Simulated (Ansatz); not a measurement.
# BN (F-43m): dielectric-dependent hybrid calculation in Python

A script is to give a dielectric-dependent hybrid calculation; the system is BN (F-43m).

All numbers are computed with Ansatz 0.2.0 through its Python package. The levels of theory stand in the script.

### Step 1. The structure

It takes space group F-43m (No. 216, cubic). The conventional cell has a = 3.615 Å, b = 3.615 Å, c = 3.615 Å, α = 90.00°, β = 90.00°, γ = 90.00°. B (site symmetry -43m) is surrounded by 4 N at 1.57 Å. N (site symmetry -43m) has 4 B at 1.57 Å in its first shell of neighbours.

The script reads bn.cif:

```cif
data_BN
_cell_length_a 2.556191
_cell_length_b 2.556191
_cell_length_c 2.556191
_cell_angle_alpha 60.00000
_cell_angle_beta 60.00000
_cell_angle_gamma 60.00000
_symmetry_space_group_name_H-M 'P 1'
_symmetry_Int_Tables_number 1
loop_
_symmetry_equiv_pos_as_xyz
'x, y, z'
loop_
_atom_site_label
_atom_site_type_symbol
_atom_site_fract_x
_atom_site_fract_y
_atom_site_fract_z
B1 B    0.000000    0.000000    0.000000
N2 N    0.250000    0.250000    0.250000
```

### Step 2. The code

The input, bn_ddh.py:

```python
# -*- coding: utf-8 -*-
"""A hybrid whose exact exchange is one over the dielectric constant of BN."""

from dataclasses import dataclass

import ansatz as az
from ase.io import read
import numpy as np


@dataclass(frozen=True)
class Settings:
    cutoff_ev: int = 420
    kgrid: tuple[int, ...] = (6, 6, 6)
    smearing: str = "fixed"


settings = Settings()


def count_gap(report):
    # lowest empty less highest filled band, counting bands; zero where they overlap
    return max(report.get("gap_by_band_count_ev") or 0.0, 0.0)


def main():
    atoms = read("bn.cif")
    system = az.Crystal.from_ase(atoms)

    model = (
        system.calculation()
        .basis(settings.cutoff_ev)
        .kpoints(*settings.kgrid)
        .occupations(settings.smearing)
        .band_table()
    )
    semilocal = model.functional("pbesol").run(threads=1, pin="off").report
    hybrid = model.functional(exchange="pbesol", correlation="pbesol", exact_fraction="inverse_dielectric").run(threads=1, pin="off").report
    alpha = hybrid["hybrid"]["exact_exchange_fraction"]
    print(f"fraction of exact exchange {alpha:.4f}, so eps_inf = {1 / alpha:.2f}")
    print(f"gap by band count: {count_gap(semilocal):.3f} eV semilocal, {count_gap(hybrid):.3f} eV hybrid")


if __name__ == "__main__":
    main()
```

### Step 3. The run

Started as:

```sh
$ python bn_ddh.py
```

The program printed:

```text
fraction of exact exchange 0.2155, so eps_inf = 4.64
gap by band count: 4.287 eV semilocal, 6.131 eV hybrid
```

It took 9.6 s on 1 thread of Arm Neoverse V1, shared host; peak memory 0.58 GiB.

### Step 4. Run by run

The 2 runs, in the order started:

```
run  functional  hamiltonian.xc.exchange  hamiltonian.xc.correlation  energy (eV/atom)  gap on the mesh (eV)  SCF cycles  CPU time (s)
  1      pbesol                  not set                     not set         -266.9157                  4.29           6          0.32
  2     not set                   pbesol                      pbesol         -268.1233                  6.13          11           7.4
```

Totals hang on method, basis and potentials, so only like runs compare.

### Step 5. What came out

| quantity | value |
| --- | --- |
| runs compared | 2 |
| gap on the mesh | 4.29 (pbesol) to 6.13 eV (the functional composed in the script) |

In words: The fraction is 0.2155, one over a mean dielectric constant (a third of the trace) of 4.64. It opens the gap from 4.287 to 6.131 eV, by 1.84 eV. What to keep in mind:
- The k-point mesh is coarse, and energy and stress weren't tested for convergence.
- Gaps and levels are Kohn-Sham values on a finite set of k-points.
- The gaps are those of a coarse mesh; the run finds the dielectric constant of the semilocal functional on meshes of its own.
